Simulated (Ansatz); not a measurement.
# Stack of 2H-WTe2 under alpha-Ga2S3 ferroelectric layer, shifted by a third of the diagonal in a perpendicular field, part 2 of 2

Wanted: the out-of-plane response of the stack of 2H-WTe2 under alpha-Ga2S3 ferroelectric layer, shifted by a third of the diagonal. A positive field points along +c.

Ansatz 0.2.0; plane-wave DFT, PBE-D3(BJ), Ansatz PAW.

So far. Step 2 (Relaxation): The lattice constant a goes from 3.600 to 3.562 Å.

## Step 3: Atoms held, field 0, start network

A sawtooth potential applies the field, turning back in the middle of the vacuum. With the dipole correction the typed value is the field outside the slab. The induced dipole is small, so the SCF threshold is tight.

The cell differs from the one that the last finished run ended in (c 57.638 → 31.411 Å).

Contents of input.yaml:

```yaml
crystal:
  lattice:
    - [3.5622752153, 0.0, 0.0]
    - [-1.7811376077, 3.0850208317, 0.0]
    - [0.0, 0.0, 31.4113724692]
  atoms:
    - { symbol: Te, position: [0.3333333333, 0.6666666667, 0.2865204317] }
    - { symbol: W, position: [0.0, 0.0, 0.3439149244] }
    - { symbol: Te, position: [0.3333333333, 0.6666666667, 0.4012913288] }
    - { symbol: S, position: [0.3333333333, 0.6666666667, 0.5229484527] }
    - { symbol: Ga, position: [0.6666666667, 0.3333333333, 0.5573448945] }
    - { symbol: S, position: [0.6666666667, 0.3333333333, 0.6273798644] }
    - { symbol: Ga, position: [0.0, 0.0, 0.6764762178] }
    - { symbol: S, position: [0.3333333333, 0.6666666667, 0.7134795683] }
kpoints:
  mp_grid: { grid: [18, 18, 1] }
  band_path:
    path: [[0, 0, 0], [0.5, 0, 0], [0.33333333, 0.33333333, 0], [0, 0, 0]]
    npoints: 16
hamiltonian:
  xc: pbe
  dispersion: d3bj
scf:
  occupations: { method: fermi_dirac, width: 0.02585 }
  convergence: { dr2_threshold: 1.0e-10 }
efield:
  axis: 3
  dipole_correction: true
  ramp_position: 0.97
  ramp_width: 0.06
  amplitude: 0
output:
  dos: { projected: true, e_range: [-6, 5] }
  write_potential: true
  write_density: true
  volumetric_format: npy
  elf: true
```

The run is started by

```sh
ansatz run input.yaml --threads 4 --pin off --max-ram 8192MiB --backend cpu --events-out ev --progress --plain --runs-dir out
```

Numbers of over 12 decimals in the logs are rounded to 6 here.

The program printed:

```text
[...]
Crystal: 8 atoms, lattice volume = 345.201 Å³
Basis set: ecut = 420 eV, 6687 PW (Γ)
Bands: 54, of which v1, the nominal top of the filled ones, is band 45 counted from 1 (44 counted from 0)
Symmetry: 6 space group operations
[...]
k-points: 37 of 324 (time reversal used)
[...]
SCF iter   1: F=—  HF=-34622.672744 eV  |F-HF|=—  |Δ(HF+E_count)|=         —  Δρ=2.26e-3  dr2=2.59e-2  ethr=1.77e-3  p=-0.104 e·Å  D=-5.47e-2 V/Å  ΔV_dip=1.72 eV  dr2_dipole=3.24e-3  V_vac-E_F(+/−)=5.98/4.27 eV  ⟨swp⟩=10.9  Hψ=9369  notcnv=0  defer=7
efield: sawtooth ramp at fractional position 0.9700 (set: `efield.ramp_position`, or a place that a band, a saddle search or an elastic batch's reference lends), width 0.0600; the density the first Hamiltonian is built on has a dipole p = -0.104 e·Å; the dipole correction subtracts the counter field D = -5.47e-2 V/Å, which shifts the + side's vacuum level by +1.72 eV against the − side's; the planar-averaged density in the ramp window peaks in size at 2.1e-5 e/Å³
[...]
SCF iter   2: F=—  HF=-34622.674074 eV  |F-HF|=—  |Δ(HF+E_count)|=   1.33e-3  Δρ=1.34e-3  dr2=2.41e-2  ethr=2.87e-5  p=-0.086 e·Å  D=-4.50e-2 V/Å  ΔV_dip=1.41 eV  dr2_dipole=2.01e-3  V_vac-E_F(+/−)=5.76/4.35 eV  ⟨swp⟩=3.5  Hψ=4011  notcnv=0  defer=89
[...]
SCF iter  13: F=-34622.674663 eV  HF=-34622.674663 eV  |F-HF|=5.82e-11  |Δ(HF+E_count)|=  9.46e-11  Δρ=8.85e-8  dr2=3.42e-11  ethr=1.00e-12  p=-0.088 e·Å  D=-4.62e-2 V/Å  ΔV_dip=1.45 eV  dr2_dipole=1.42e-12  V_vac-E_F(+/−)=5.64/4.19 eV  ⟨swp⟩=12.8  Hψ=6178  notcnv=0
SCF 1 converged in 13 iterations: F = -34622.674663 eV  dr2 = 3.42e-11
[...]
NSCF: frozen V_eff on 49 k-points
efield: sawtooth ramp at fractional position 0.9700 (kept from the solve that this one continues, or follows in the run), width 0.0600; the density the first Hamiltonian is built on has a dipole p = -0.088 e·Å; the dipole correction subtracts the counter field D = -4.62e-2 V/Å, which shifts the + side's vacuum level by +1.45 eV against the − side's; the planar-averaged density in the ramp window peaks in size at 2.6e-6 e/Å³
[...]
SCF converged after 13 iterations
Free energy (F): -34622.674663 eV
[...]
Internal energy: -34622.674663 eV  (E = F + TS)
E sigma→0 (E₀):  -34622.674663 eV
Fermi energy:    2.667552 eV
Dipole field:    D = -0.046233 V/Å  (p = -0.088200 e·Å, saw-weighted, corrected)
Work function:   Φ+ = 5.6420 eV   Φ− = 4.1898 eV
Levels:          The Fermi level and band energies are counted from a zero that moves with the ramp; work functions are not
[...]
--- Band table (eV; the first three rows and the last of 37) ---
  k-point 0: bands = [... 41 lower, 1.2881, 1.4183, 1.4183, 1.7118, 3.5048, 4.8434, 5.1818, 5.1818, ... 5 higher]
  k-point 1: bands = [... 41 lower, 1.2419, 1.3460, 1.5146, 1.7085, 3.6876, 5.0019, 5.0144, 5.1805, ... 5 higher]
  k-point 2: bands = [... 41 lower, 1.0323, 1.2580, 1.5823, 1.6780, 4.0490, 4.6522, 4.6859, 5.1296, ... 5 higher]
  k-point 36: bands = [... 41 lower, -0.4504, 0.3233, 1.0643, 2.1479, 3.1850, 3.9675, 4.2149, 4.7946, ... 5 higher]
```

Elapsed: 70 s, on 4 threads of Intel Xeon at 2.50GHz (Skylake/Cascade Lake), shared host; peak memory 1.3 GiB.

Reading the cycles: dr2 is the Hartree energy of the density residual (eV), the measure of convergence; HF is the Harris–Foulkes estimate of the energy, which meets the free energy F at convergence.

This step gave:

* gap on the k-mesh: 1.037 eV
* dipole along the normal: -0.08820 e·Å
* gap along the path: 1.037 eV
* smallest direct gap along the path: 1.037 eV
* step between the vacuum levels: 1.452 eV
* ionisation energy, upper face: 6.162 eV
* electron affinity, upper face: 5.125 eV
* ionisation energy, lower face: 4.709 eV
* gap, the smaller of path and mesh: 1.037 eV

Running mean over a fixed 2.8 Å (it still follows the layers) of the planar mean; the ramp of the sawtooth is left out. Electron's electrostatic potential energy less the Fermi level against z:

```
z (Å)  electron's electrostatic potential energy less the Fermi level (eV)
    4                                                                 4.19
    5                                                                 4.18
    6                                                                 4.10
    7                                                                 2.79
    8                                                                0.637
    9                                                                -2.96
   10                                                                -7.00
   11                                                                -8.11
   12                                                                -5.92
   13                                                                -1.39
   14                                                                 1.18
   15                                                                0.864
   16                                                                -3.36
   17                                                                -6.12
   18                                                                -4.36
   19                                                                -3.07
   20                                                                -3.70
   21                                                                -5.52
   22                                                                -4.60
   23                                                               -0.908
   24                                                                 3.61
   25                                                                 5.53
   26                                                                 5.64
   27                                                                 5.64
   28                                                                 5.64
```

The density of states has structure finer than the step of the table below, so its rows give means over 0.25 eV, whole bins alone (the curve runs from -6 to 2.49 eV). Peaks (eV: height): -4.150: 11.2, -2.250: 12.2, -2.110: 11.6, -1.640: 12.1, 1.420: 12.2, 1.640: 11.0, 1.880: 11.6.

Density of states against energy, zero at the Fermi level of the run, which the smearing sets inside the gap; means over each step:

```csv
energy (eV),density of states (states/eV a cell)
-5.75,2.68
-5.50,4.68
-5.25,7.18
-5.00,5.15
-4.75,5.22
-4.50,4.46
-4.25,7.14
-4.00,4.34
-3.75,4.98
-3.50,6.71
-3.25,5.86
-3.00,5.76
-2.75,4.33
-2.50,3.75
-2.25,8.39
-2.00,7.83
-1.75,6.80
-1.50,5.84
-1.25,4.99
-1.00,4.10
-0.75,1.07
-0.50,0.158
-0.25,0
0.00,0
0.25,0
0.50,0.0870
0.75,1.42
1.00,5.01
1.25,5.91
1.50,7.97
1.75,7.25
2.00,5.12
2.25,4.73
```

Projected DOS per atom over height of the atomic layer and energy from the Fermi level. Layers: Te W Te S Ga S Ga S from below.

Ten even steps from '_' (0.00 states/eV) to '@' (2.86 states/eV), each cell a mean:
```
..::....::__..__
::++::..::....__
::@@::::--..::..
..@@......__..__
__==____________
________________
________________
________________
__--____________
::##::____::__::
::--::____**__**
--==--____--__**
==++--____::__++
..--..____::__--
::==::::__--..--
------==__--..::
......==__......
----====....__..
::..::==..::....
--::----........
::..::--::==::..
::..::..________
```
Columns: height of the atomic layer (Å) from 9 to 22.4 (not evenly spaced); rows upwards: energy from the Fermi level (eV) from -5.96 to 2.5.

Electronic bands along the path, in eV, zero at the Fermi level of the run, which the smearing sets inside the gap:

| point | band 42 | band 43 | band 44 | band 45 | band 46 | band 47 | band 48 | band 49 |
| --- | --- | --- | --- | --- | --- | --- | --- | --- |
| Γ | -1.38 | -1.25 | -1.25 | -0.96 | 0.84 | 2.18 | 2.51 | 2.51 |
| halfway | -1.82 | -1.74 | -1.38 | -1.16 | 1.09 | 1.46 | 1.69 | 1.92 |
| M | -2.04 | -1.47 | -1.39 | -1.09 | 0.71 | 1.07 | 1.18 | 1.50 |
| halfway | -2.51 | -2.25 | -1.65 | -0.83 | 1.03 | 1.33 | 1.67 | 1.76 |
| K | -3.12 | -2.34 | -1.60 | -0.52 | 0.52 | 1.30 | 1.55 | 2.13 |
| halfway | -2.03 | -1.74 | -1.52 | -1.15 | 0.87 | 1.44 | 1.64 | 1.90 |
| Γ | -1.38 | -1.25 | -1.25 | -0.96 | 0.84 | 2.18 | 2.51 | 2.51 |

Electrostatic potential energy in the ca plane at fractional y = 0.667, with atoms of Te and S within 0.2 Å of it. With pseudopotentials it is smooth inside the atoms' cores, unlike the true potential.

Ten even steps from '0' (-21 eV) to '9' (18 eV), each cell a mean:
```
77777777777777776666665433456666666766665544
77777777777777776666665433456666666766665544
77777777777777776655555544555555666666665555
77777777777777766521124555542113566666532455
77777777777777765227722566523772366665100035
77777777777777765279961566418995256664000015
77777777777777765259952566416994256665000025
77777777777777766413313555531321466666310145
77777777777777776643345555554334666666654555
```
Columns run along c (16.0 Å, from fractional 0.06 to 0.57 of the cell; values clipped at the 3rd and 97th percentile), rows up along a (3.6 Å). Atoms in or near the plane, at fractional coordinates: Te at (0.29, 0.33), Te at (0.40, 0.33), S at (0.52, 0.33).

ELF in the ca plane at fractional y = 0.667, with atoms of Te and S within 0.2 Å of it. It is the smooth field of the valence electrons, not physical close to the nuclei.

Ten even steps from '0' (0.00) to '9' (0.93), each cell a mean:
```
44321212344321000012233222357887422233210000
23212211232110000000122222357898422221000000
55532223555554200134554322246786322455543100
45653235655577500488888631113443124788887531
12453245421368611799768751000110026876899853
10343234200057711898106751000000026730599863
01343234300157711798437751000000026852699863
34553245543568611699888741001221125888998742
56642224655676300367776421135665223577775310
```
Columns run along c (16.0 Å, from fractional 0.29 to 0.79 of the cell), rows up along a (3.6 Å). Atoms in or near the plane, at fractional coordinates: Te at (0.29, 0.33), Te at (0.40, 0.33), S at (0.52, 0.33), S at (0.71, 0.33).

Valence density in the ca plane at fractional y = 0.667, with atoms of Te and S within 0.2 Å of it. It is the smooth field of the valence electrons, not physical close to the nuclei.

Ten steps, logarithmic in the rise over the least value, from '0' (0 e/Å³) to '9' (16 e/Å³), each cell a mean:
```
00000111112222211110000000011121111222222211
00000011112232211110000000011121111223222211
00000112222222222211000000112211111122211222
00001234332222233432100001333321000111111233
00012478642212347863210013444421000000001244
00013599853112369985210023423431000000001343
00012589852112358974210013434431000000001344
00012356532212235643100012344321000011011234
00001222222222222221100001222221101112111222
```
Columns run along c (16.0 Å, from fractional 0.21 to 0.72 of the cell), rows up along a (3.6 Å). Atoms in or near the plane, at fractional coordinates: Te at (0.29, 0.33), Te at (0.40, 0.33), S at (0.52, 0.33), S at (0.71, 0.33).

The gap is 1.04 eV, with the valence edge 6.16 eV and the conduction edge 5.12 eV under the upper vacuum level. Spin-orbit coupling, left out in this run, matters for the bands of elements this heavy.

## Step 4: Atoms held, field 0.1 V/Å

Changes to input.yaml since step 3:

```diff
@@ -28,7 +28,6 @@
   dipole_correction: true
-  ramp_position: 0.97
-  ramp_width: 0.06
-  amplitude: 0
+  ramp_position: 0.9602
+  ramp_width: 0.0691
+  amplitude: 0.1
 output:
-  dos: { projected: true, e_range: [-6, 5] }
   write_potential: true
@@ -36,2 +35 @@
   volumetric_format: npy
-  elf: true
```

The program printed:

```text
[...]
Crystal: 8 atoms, lattice volume = 345.201 Å³
Basis set: ecut = 420 eV, 6687 PW (Γ)
Bands: 54, of which v1, the nominal top of the filled ones, is band 45 counted from 1 (44 counted from 0)
Symmetry: 6 space group operations
[...]
k-points: 37 of 324 (time reversal used)
[...]
k-point 0: bands = [... 41 lower, 1.3774, 1.5159, 1.5159, 1.6325, 3.5664, 4.9362, 5.0974, 5.0974, ... 5 higher]
  k-point 1: bands = [... 41 lower, 1.2133, 1.4385, 1.6091, 1.6296, 3.7496, 4.9251, 5.0935, 5.0979, ... 5 higher]
  k-point 2: bands = [... 41 lower, 1.1229, 1.1775, 1.5986, 1.6757, 4.1082, 4.5588, 4.6120, 5.0452, ... 5 higher]
  k-point 36: bands = [... 41 lower, -0.3578, 0.2457, 1.1623, 2.0637, 3.1007, 4.0462, 4.1399, 4.8501, ... 5 higher]
[key lines of the parts left out:]
SCF converged after 16 iterations
Free energy (F): -34622.670064 eV
Fermi energy:    2.583321 eV
Dipole field:    D = -0.001983 V/Å  (p = -0.003783 e·Å, saw-weighted, corrected)
```

Wall time 86 s (4 threads); peak memory 1.2 GiB.

The dipole is -0.00378 e·Å, 0.0844 e·Å from its value without field, and the gap 1.037 eV.

## Step 5: Atoms held, field -0.1 V/Å

Changes to input.yaml since step 4:

```diff
@@ -30,3 +30,3 @@
   ramp_width: 0.0691
-  amplitude: 0.1
+  amplitude: -0.1
 output:
```

The program printed:

```text
[...]
Crystal: 8 atoms, lattice volume = 345.201 Å³
Basis set: ecut = 420 eV, 6687 PW (Γ)
Bands: 54, of which v1, the nominal top of the filled ones, is band 45 counted from 1 (44 counted from 0)
Symmetry: 6 space group operations
[...]
k-points: 37 of 324 (time reversal used)
[...]
k-point 0: bands = [... 41 lower, 1.3101, 1.3371, 1.3371, 1.8061, 3.4582, 4.7654, 5.2798, 5.2798, ... 5 higher]
  k-point 1: bands = [... 41 lower, 1.2679, 1.3401, 1.4357, 1.8029, 3.6405, 4.9280, 5.1096, 5.2810, ... 5 higher]
  k-point 2: bands = [... 41 lower, 1.0650, 1.3546, 1.5043, 1.7727, 4.0027, 4.7559, 4.7779, 5.1944, ... 5 higher]
  k-point 36: bands = [... 41 lower, -0.5279, 0.4151, 0.9824, 2.2461, 3.2832, 3.9034, 4.2981, 4.7596, ... 5 higher]
[key lines of the parts left out:]
SCF converged after 16 iterations
Free energy (F): -34622.687704 eV
Fermi energy:    2.756831 eV
Dipole field:    D = -0.090495 V/Å  (p = -0.172638 e·Å, saw-weighted, corrected)
```

The job ended after 90 s (4 threads; peak memory 1.2 GiB).

The dipole is -0.173 e·Å, -0.0844 e·Å from its value without field, and the gap 1.037 eV.

## Step 6: Response, atoms held

This step: plane-wave DFT, PBE-D3(BJ), Ansatz PAW; response to a field along the normal, atoms held (Ansatz 0.2.0).

The dipoles give the slope, and the difference of two potentials shows where the field is screened.

Numbers from this step:

```
equivalent conductor thickness p/(ε₀AE) : 13.90 Å
distance between the outer atoms        : 13.41 Å
```

The dipole of the cell by applied field:

| applied field (V/Å) | dipole of the cell (e·Å) |
| --- | --- |
| -0.1000 | -0.173 |
| 0.0000 | -0.0882 |
| 0.1000 | -0.00378 |

Local field over the applied field, running mean. From the potentials at -0.1 and 0.1 V/Å; running mean over 2.8 Å. The local field over applied field by z:

| z (Å) | local field over applied field |
| --- | --- |
| 5 | 0.988 |
| 6 | 0.924 |
| 7 | 0.698 |
| 8 | 0.383 |
| 9 | 0.121 |
| 10 | 0.0435 |
| 11 | 0.0313 |
| 12 | 0.0538 |
| 13 | 0.186 |
| 14 | 0.395 |
| 15 | 0.430 |
| 16 | 0.268 |
| 17 | 0.127 |
| 18 | 0.102 |
| 19 | 0.0868 |
| 20 | 0.0712 |
| 21 | 0.0651 |
| 22 | 0.143 |
| 23 | 0.368 |
| 24 | 0.694 |
| 25 | 0.930 |
| 26 | 0.991 |
| 27 | 0.999 |

The induced electron density oscillates, so the rows of the table below give means over windows of 1 Å about each position, cut where the curve ends. Its maxima inside the range that stand out by 2 % of the span (Å: e/Å³ per V/Å): 7.7: 0.00340, 11.5: 4.7e-4, 15.6: 0.00316, 18.5: 0.00119, 19.6: 9.7e-4, 21.4: 0.00114. Its minima: 10.2: -5.6e-4, 13.8: -0.00301, 17.6: -0.00162, 19.2: 2.1e-4, 20.4: -0.00179, 23.3: -0.00364.

Electrons, planar mean, per unit field. The induced electron density by z; means over each step:

```csv
z (Å),induced electron density (e/Å³ per V/Å)
5,5.5e-5
6,3.8e-4
7,0.00186
8,0.00252
9,6.3e-4
10,-2.3e-4
11,1.9e-4
12,-9.9e-5
13,-0.00101
14,-0.00233
15,0.00132
16,0.00189
17,-2.1e-4
18,-2.1e-4
19,6.1e-4
20,-4.2e-4
21,2.4e-4
22,-2.3e-4
23,-0.00256
24,-0.00202
25,-3.3e-4
26,-3.5e-5
27,-3.7e-6
```

The smaller of the gaps on the path and on the k-mesh, counted as 0 under 0.03 eV. The gap stays at 1.04 eV for applied field from -0.1 to 0.1 V/Å.

By hand: between -0.1 and 0.1 V/Å the dipole changes by 0.1689 e·Å, a slope of 0.8443 e·Å²/V. A perfect conductor of thickness t has p = ε₀AEt, so t = 180.95 × 0.8443 / 10.990 = 13.90 Å (e/ε₀ = 180.95 V·Å, A in Å²).

The induced dipole is that of a conductor 13.90 Å thick.

## Step 7: Results

* gap without field: 1.04 eV
* ionisation energy, upper face: 6.16 eV
* electron affinity, upper face: 5.12 eV
* step between the vacuum levels: 1.45 eV
* equivalent conductor thickness, atoms held: 13.9 Å

In words: The induced dipole equals that of a perfect conductor 13.90 Å thick, while the outer atoms lie 13.41 Å apart; an out-of-plane ε follows only once a thickness t is chosen, by 1 − 1/ε = 13.90 Å / t. The two faces differ: the vacuum level above lies 1.45 eV higher than the one below. The gap stays within 0.01 eV of 1.04 eV over the fields run, up to 0.1 V/Å in size. Semilocal functionals give gaps that are too small, and excitons are not included. Spin-orbit coupling is left out, which matters for the bands of elements this heavy.

[Logs are printed without paths, hosts, clocks, repeated set-up lines and the standing remarks that a program may print on its own settings, such as how far it seeks lower states.]

[Hosts, paths, dates, database ids (printed as entryN), source tags and the programs' standing remarks are cut or masked in the printed files.]

[Maps of the electrostatic potential energy from Ansatz leave out the sawtooth potential of an applied field or a dipole correction, so their vacuum need not be flat; planar profiles and work functions include it.]

[The density of states shown here was stored with 400 of the rows of the run's finer table, so its peaks can read low, often by over a quarter, or be missed, and its means over a window can be off by a tenth or more.]
